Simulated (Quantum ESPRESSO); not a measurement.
## Sn in Quantum ESPRESSO: the effect of functional

The system is Sn.

```
Sn
1.0
     0.00000    3.23334    3.23334
     3.23334    0.00000    3.23334
     3.23334    3.23334    0.00000
Sn
2
Direct
  0.75000 0.75000 0.75000
  0.50000 0.50000 0.50000
```

This isn't the form of Sn at room conditions, which is tetragonal (white tin).

Alike in all runs:

```yaml
Program: Quantum ESPRESSO 7.5
Task: phonons
Cutoff: 980 eV
Density_cutoff: 3918 eV
k_mesh: 7 × 7 × 7
Occupations: cold, width 0.2 eV
Spin: no spin polarisation
```

Each run relaxes the cell or the atoms first.

Q: One run gave: relaxed volume 33.87 Å³/atom; highest phonon frequency 179 cm⁻¹. Which functional did it use?
A. revPBE
B. LDA
C. RPBE
D. PBEsol
E. PBE

A: B.

| functional | potentials or basis | relaxed volume (Å³/atom) | highest phonon frequency (cm⁻¹) |
| --- | --- | --- | --- |
| LDA | PseudoDojo 0.4.1 SR LDA standard | 33.87 | 179 |
| PBE | PseudoDojo 0.4.1 SR PBE standard | 36.73 | 163 |
| PBEsol | PseudoDojo 0.4.1 SR PBEsol standard | 35.01 | 173 |
| revPBE | PseudoDojo 0.4.1 SR PBE standard | 37.47 | 161 |
| PW91 | PseudoDojo 0.4.1 SR PBE standard | 36.65 | 161 |
| RPBE | PseudoDojo 0.4.1 SR PBE standard | 37.75 | 160 |
| vdW-DF-cx | PseudoDojo 0.4.1 SR PBE standard | 35.26 | 172 |

Caveats: the potentials were made for another functional, which shifts forces and pressure (some runs).
